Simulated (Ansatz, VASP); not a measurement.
AgBr in VASP and in Ansatz

```
CELL_PARAMETERS angstrom
0.00000 2.89273 2.89273
2.89273 0.00000 2.89273
2.89273 2.89273 0.00000
ATOMIC_POSITIONS crystal
Ag 0.00000 0.00000 0.00000
Br 0.50000 0.50000 0.50000
```

Alike in both runs: task single point; functional PBE; k mesh 8 × 8 × 8; no spin polarisation.

|  | VASP | Ansatz |
| --- | --- | --- |
| version | VASP 6.6.1 | Ansatz 0.2.0 |
| potentials or method | VASP PAW PBE potentials, release 64 (Ag, Br) | plane waves, PAW |
| plane-wave cutoff (eV) | 520 | 420 |
| occupations | gaussian, width 0.01 eV | fixed |
| valence electrons in the cell | 18 | 26 |

```csv
,VASP,Ansatz,Ansatz less VASP
gap on the k mesh at the Fermi level (eV),0.68,0.68,+0.001
```

The two sets of potentials don't hold the same shells in valence.

A k mesh can miss the band edges.
